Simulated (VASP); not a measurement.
# Si (a cell with a defect) in VASP: further runs

One crystal, Si (a cell with a defect), is run at these levels: PBEsol; tasks: single point, relaxation of the atoms.

Everything below comes from runs of VASP 6.6.1. Logs are shortened: lines on timing, memory, paths and dates and some standing lists are left out, and cuts for length are marked.

## Step 1: The crystal as given

The cell holds a defect, 17 atoms: a = 7.679 Å, b = 7.679 Å, c = 7.679 Å, α = 60.00°, β = 60.00°, γ = 60.00°.

The cell was built by a generator and needn't be a form met in nature.

## Step 2: Single point, PBEsol

The input, INCAR:

```
PREC = Accurate
ENCUT = 520
EDIFF = 1E-6
ISMEAR = -1
SIGMA = 0.05
LREAL = Auto
LASPH = True
NELM = 60
ALGO = Fast
ISIF = 2
LWAVE = False
LCHARG = False
GGA = PS
NBANDS = 48
```

The input, KPOINTS:

```
Automatic mesh
0
Gamma
  2 2 2
```

The input, POSCAR:

```
Si
1.0
    0.0000000000      5.4300000000      5.4300000000
    5.4300000000      0.0000000000      5.4300000000
    5.4300000000      5.4300000000      0.0000000000
Si
17
Direct
    0.0169358195      0.0164651013     -0.0380754144
    0.1311477901      0.1311023020      0.1073135359
   -0.0253635359     -0.0253620626      0.4744204420
    0.1018480663      0.1014563536      0.6019915285
    0.0046192449      0.5025361878      0.0028601289
    0.1350860037      0.6230826888      0.1242843462
    0.0167284530      0.4613813076      0.5176221915
    0.1312242173      0.6075411602      0.6312575506
    0.5027117864      0.0044384899      0.0028594843
    0.6235717311      0.1346639963      0.1241940147
    0.4617733886      0.0162310313      0.5176030387
    0.6075323204      0.1311299263      0.6312111418
    0.5091024862      0.5087054328      0.0097203499
    0.6333087477      0.6331247698      0.1335330571
    0.5027147330      0.5025362799      0.5048412523
    0.6236627072      0.6230798343      0.6357916206
    0.8363840700      0.8360702578      0.3367371087
```

Potentials or basis: VASP PAW PBE potentials, release 64 (Si).

On the command line:

```console
cat potpaw_PBE.64/Si/POTCAR > POTCAR
mpirun -np 1 vasp_std > vasp.out
```

OUTCAR:

```text
PREC = Accurate
   ENCUT = 520
   EDIFF = 1E-6
   ISMEAR = -1
   LREAL = Auto
   LASPH = True
   NELM = 60
   ISIF = 2
   GGA = PS

 ion  position               nearest neighbor table
   1  0.017  0.016  0.962-   4 2.30   2 2.35  17 2.46  10 2.48   6 2.48
   2  0.131  0.131  0.107-   5 2.33   9 2.33   3 2.35   1 2.35
   3  0.975  0.975  0.474-   2 2.35  12 2.35   8 2.35   4 2.39  17 2.60
   4  0.102  0.101  0.602-   1 2.30  11 2.30   7 2.30   3 2.39
   5  0.005  0.503  0.003-  14 2.33   2 2.33   8 2.33   6 2.34
   6  0.135  0.623  0.124-   5 2.34  13 2.35  17 2.40   7 2.47   1 2.48
   7  0.017  0.461  0.518-   4 2.30   8 2.35  17 2.46  16 2.47   6 2.47
   8  0.131  0.608  0.631-  15 2.33   5 2.33   3 2.35   7 2.35
   9  0.503  0.004  0.003-  14 2.33   2 2.33  12 2.33  10 2.34
  10  0.624  0.135  0.124-   9 2.34  13 2.35  17 2.40   1 2.48  11 2.48
  11  0.462  0.016  0.518-   4 2.30  12 2.35  17 2.46  16 2.47  10 2.48
  12  0.608  0.131  0.631-  15 2.33   9 2.33   3 2.35  11 2.35
  13  0.509  0.509  0.010-  14 2.34  16 2.35   6 2.35  10 2.35
  14  0.633  0.633  0.134-  15 2.33   5 2.33   9 2.33  13 2.34
  15  0.503  0.503  0.505-  14 2.33  12 2.33   8 2.33  16 2.34
  16  0.624  0.623  0.636-  15 2.34  13 2.35  17 2.40   7 2.47  11 2.47
  17  0.836  0.836  0.337-  10 2.40   6 2.40  16 2.40  11 2.46   7 2.46   1 2.46   3 2.60

  LATTYP: Found a face centered cubic cell.
 ALAT       =    10.8600000000

  Lattice vectors:

 A1 = (   0.0000000000,   5.4300000000,   5.4300000000)
 A2 = (   5.4300000000,   0.0000000000,   5.4300000000)
 A3 = (   5.4300000000,   5.4300000000,   0.0000000000)

Analysis of symmetry for initial positions (statically):
=====================================================================
 Subroutine PRICEL returns:
 Original cell was already a primitive cell.

 Routine SETGRP: Setting up the symmetry group for a
 face centered cubic supercell.

 Subroutine GETGRP returns: Found  1 space group operations
 (whereof  1 operations were pure point group operations)
 out of a pool of 48 trial point group operations.

The static configuration has the point symmetry C_1 .

Analysis of symmetry for dynamics (positions and initial velocities):
=====================================================================
 Subroutine PRICEL returns:
 Original cell was already a primitive cell.

 Routine SETGRP: Setting up the symmetry group for a
 face centered cubic supercell.

 Subroutine GETGRP returns: Found  1 space group operations
 (whereof  1 operations were pure point group operations)
 out of a pool of 48 trial point group operations.

The dynamic configuration has the point symmetry C_1 .

 Subroutine INISYM returns: Found  1 space group operations
 (whereof  1 operations are pure point group operations),
 and found     1 'primitive' translations

----------------------------------------------------------------------------------------

                                     Primitive cell

  volume of cell :     320.2060

  direct lattice vectors                    reciprocal lattice vectors
     0.000000000  5.430000000  5.430000000    -0.092081031  0.092081031  0.092081031
     5.430000000  0.000000000  5.430000000     0.092081031 -0.092081031  0.092081031
     5.430000000  5.430000000  0.000000000     0.092081031  0.092081031 -0.092081031

  length of vectors
     7.679179644  7.679179644  7.679179644     0.159489025  0.159489025  0.159489025

  position of ions in fractional coordinates (direct lattice)
     0.016935819  0.016465101  0.961924586
     0.131147790  0.131102302  0.107313536
     0.974636464  0.974637937  0.474420442
     0.101848066  0.101456354  0.601991529
     0.004619245  0.502536188  0.002860129
     0.135086004  0.623082689  0.124284346
[... 9 lines left out ...]
     0.623662707  0.623079834  0.635791621
     0.836384070  0.836070258  0.336737109

  ion indices of the primitive-cell ions
   primitive index   ion index
                 1           1
                 2           2
                 3           3
                 4           4
                 5           5
                 6           6
[... 9 lines left out ...]
                16          16
                17          17

----------------------------------------------------------------------------------------

 KPOINTS: Automatic mesh

Automatic generation of k-mesh.
 Grid dimensions read from file:
 generate k-points for:    2    2    2

 Generating k-lattice:

  Cartesian coordinates                     Fractional coordinates (reciprocal lattice)
    -0.046040516  0.046040516  0.046040516     0.500000000  0.000000000  0.000000000
     0.046040516 -0.046040516  0.046040516     0.000000000  0.500000000  0.000000000
     0.046040516  0.046040516 -0.046040516     0.000000000  0.000000000  0.500000000

  Length of vectors
     0.079744512  0.079744512  0.079744512

  Shift w.r.t. Gamma in fractional coordinates (k-lattice)
     0.000000000  0.000000000  0.000000000

 Subroutine IBZKPT returns following result:
 ===========================================

 Found      8 irreducible k-points:

 Following reciprocal coordinates:
            Coordinates               Weight
  0.000000  0.000000  0.000000      1.000000
  0.500000  0.000000  0.000000      1.000000
  0.000000  0.500000  0.000000      1.000000
  0.000000  0.000000  0.500000      1.000000
  0.500000  0.500000  0.500000      1.000000
  0.500000  0.500000  0.000000      1.000000
  0.000000  0.500000  0.500000      1.000000
  0.500000  0.000000  0.500000      1.000000
   k-points           NKPTS =      8   k-points in BZ     NKDIM =      8   number of bands    NBANDS=     48
   number of dos      NEDOS =    301   number of ions     NIONS =     17
   total plane-waves  NPLWV = 216000
   dimension x,y,z NGX =    60 NGY =   60 NGZ =   60
   dimension x,y,z NGXF=   120 NGYF=  120 NGZF=  120
   ions per type =              17
   NGX,Y,Z   is equivalent  to a cutoff of  12.99, 12.99, 12.99 a.u.
   NGXF,Y,Z  is equivalent  to a cutoff of  25.98, 25.98, 25.98 a.u.
 SYSTEM =  unknown system
   PREC   = accura    normal or accurate (medium, high low for compatibility)
   ISTART =      0    job   : 0-new  1-cont  2-samecut
   ICHARG =      2    charge: 1-file 2-atom 10-const
   ISPIN  =      1    spin polarized calculation?
   LNONCOLLINEAR =      F non collinear calculations
   LSORBIT =      F    spin-orbit coupling
   LASPH  =      T    aspherical Exc in radial PAW
   ENCUT  =  520.0 eV  38.22 Ry    6.18 a.u.  14.28 14.28 14.28*2*pi/ulx,y,z
   NELM   =     60;   NELMIN=  2; NELMDL= -5     # of ELM steps
   EDIFF  = 0.1E-05   stopping-criterion for ELM
   LREAL  =      T    real-space projection
   EDIFFG = 0.1E-04   stopping-criterion for IOM
   NSW    =      0    number of steps for IOM
   IBRION =     -1    ionic relax: 0-MD 1-quasi-New 2-CG
   NFREE  =      0    steps in history (QN), initial steepest desc. (CG)
   ISIF   =      2    stress and relaxation
   ISYM   =      2    0-nonsym 1-usesym 2-fastsym
   POTIM  = 0.5000    time-step for ionic-motion
   TEBEG  =    0.0;   TEEND  =   0.0 temperature during run
   PSTRESS=    0.0 pullay stress
   NELECT =      68.0000    total number of electrons
   NUPDOWN=      -1.0000    fix difference up-down
   EMIN   =  10.00;   EMAX   =-10.00  energy-range for DOS
   EFERMI =   0.00;   METHOD = LEGACY
   ISMEAR =    -1;   SIGMA  =   0.05  broadening in eV -4-tet -1-fermi 0-gaus
   EFERMI_NEDOS =   21; number of points for ismear=-14 and -15
   IALGO  =     68    algorithm
   IMIX   =      4    mixing-type and parameters
     AMIX     =   0.40;   BMIX     =  1.00
     AMIX_MAG =   1.60;   BMIX_MAG =  1.00
  volume/ion in A,a.u.               =      18.84       127.11
  Fermi-wavevector in a.u.,A,eV,Ry     =   0.976715  1.845724 12.979587  0.953973
  Thomas-Fermi vector in A             =   2.107356
   LORBIT       =      0    0 simple, 1 ext, 2 COOP (PROOUT), +10 PAW based schemes
   GGA     = PS    functional components
   LHFCALC =     F    Hartree Fock is set to
   AEXX    =    0.0000 exact exchange contribution
   IVDW    =     0    specifies the selected vdW correction
   LEPSILON=     F    determine dielectric tensor
   LRPA    =     F    only Hartree local field effects (RPA)
 non-spin polarized calculation
 RMM-DIIS sequential band-by-band and
  energy-cutoff  :      520.00
  volume of cell :      320.21
 maximum number of plane-waves:      8646
 NGX is ok and might be reduce to    60
   NGX = 29   NGY = 29   NGZ = 29

 number of electron      68.0000000 magnetization

 Free energy of the ion-electron system (eV)
  ---------------------------------------------------
  ext. energy  EPLUGINS =         0.00000000
  ---------------------------------------------------
  free energy    TOTEN  =       -93.69444274 eV

  energy without entropy =      -93.64158434  energy(sigma->0) =      -93.66801354

 E-fermi :   6.6772     XC(G=0):  -9.8240

 val. band max:        6.6099150904   @ k =   0.0000   0.0000   0.0000
 cond. band min:       6.6798381736   @ k =   0.5000   0.0000   0.5000
 fundamental gap:      0.0699230832
 Fermi energy:         6.6771811665

 k-point     1 :       0.0000    0.0000    0.0000
  band No.  band energies     occupation
      1      -6.3085      2.00000
      2      -3.9208      2.00000
      3      -3.6550      2.00000
      4      -3.6544      2.00000
      5      -3.4544      2.00000
      6      -2.7849      2.00000
[... 38 lines left out ...]
     45       8.3411      0.00000
     46       8.7985      0.00000

 k-point     2 :       0.5000    0.0000    0.0000
  band No.  band energies     occupation
      1      -5.8497      2.00000
      2      -5.0493      2.00000
      3      -3.6730      2.00000
      4      -3.4615      2.00000
      5      -3.2603      2.00000
      6      -3.0553      2.00000
[... 286 lines left out ...]
 k-point     8 :       0.5000    0.0000    0.5000
  band No.  band energies     occupation
      1      -5.7198      2.00000
      2      -4.7724      2.00000
      3      -4.0935      2.00000
      4      -3.9113      2.00000
      5      -3.8534      2.00000
      6      -3.6955      2.00000
[... 38 lines left out ...]
     45      10.1689      0.00000
     46      10.3088      0.00000
 [bands above 46 left out]

------------------------ aborting loop because EDIFF is reached ----------------------------------------

  FORCE on cell =-STRESS in cart. coord.  units (eV):
  Direction    XX          YY          ZZ          XY          YZ          ZX
  --------------------------------------------------------------------------------------
  -------------------------------------------------------------------------------------
  Total        5.0684970      5.0615687      5.0606652     -0.9002234     -0.8851117     -0.8836934
  in kB       25.3606450     25.3259783     25.3214579     -4.5043426     -4.4287297     -4.4216333
  external PRESSURE =      25.3360270 kB  Pullay stress =       0.0000000 kB

 VOLUME and BASIS-vectors are now :
 -----------------------------------------------------------------------------
  energy-cutoff  :      520.00
  volume of cell :      320.21
      direct lattice vectors                 reciprocal lattice vectors
     0.000000000  5.430000000  5.430000000    -0.092081031  0.092081031  0.092081031
     5.430000000  0.000000000  5.430000000     0.092081031 -0.092081031  0.092081031
     5.430000000  5.430000000  0.000000000     0.092081031  0.092081031 -0.092081031

 POSITION                                       TOTAL-FORCE (eV/Angst)
 -----------------------------------------------------------------------------------
      5.31266      5.31521      0.18137         0.004785      0.004323      0.009282
      1.29460      1.29485      1.42402        -0.000295      0.009881      0.017468
      7.86839      7.86838     10.58456         0.008286      0.011591      0.000003
      3.81972      3.82185      1.10394        -0.023760     -0.026825     -0.019765
      2.74430      0.04061      2.75385        -0.017900      0.008121      0.014640
      4.05820      1.40838      4.11686        -0.019829     -0.020058     -0.015113
[... 9 lines left out ...]
      6.83567      6.83884      6.76981        -0.020513     -0.022908     -0.015215
      6.36834      6.37005      9.08143         0.011476      0.015320      0.014361
 -----------------------------------------------------------------------------------
    total drift:                                0.002082      0.001635      0.003285

  FREE ENERGIE OF THE ION-ELECTRON SYSTEM (eV)
  ---------------------------------------------------
  free  energy   TOTEN  =       -93.6944427440 eV

  energy  without entropy=      -93.6415843355  energy(sigma->0) =      -93.66801354
```

It took 3 min on 1 thread of Intel Xeon Platinum 8488C (Sapphire Rapids), shared host; peak memory 0.45 GiB.

What came out:

```
Free energy            : -93.6944 eV
Pressure               : 2.5 GPa
Largest force          : 0.041 eV/Å
Band gap on the k mesh : none (metal or under the smearing width)
```

Forces in eV/Å, atoms in the order of the input:
```
Si   0.005  0.004  0.009
Si   0.000  0.010  0.017
Si   0.008  0.012  0.000
Si  -0.024 -0.027 -0.020
Si  -0.018  0.008  0.015
Si  -0.020 -0.020 -0.015
Si  -0.004  0.015  0.002
Si   0.008  0.014 -0.002
Si   0.010 -0.025  0.012
Si  -0.017 -0.023 -0.015
Si   0.015 -0.004  0.002
Si   0.014  0.015 -0.005
Si  -0.001  0.000 -0.006
Si   0.017  0.016  0.020
Si   0.015  0.011 -0.013
Si  -0.021 -0.023 -0.015
Si   0.011  0.015  0.014
```

Caveat: the k mesh is coarse (spacing up to 0.50 Å⁻¹), so the values aren't converged; the PAW data sets were made with another functional, which shifts forces and pressure a little.

(Continued in part 2 of 3.)
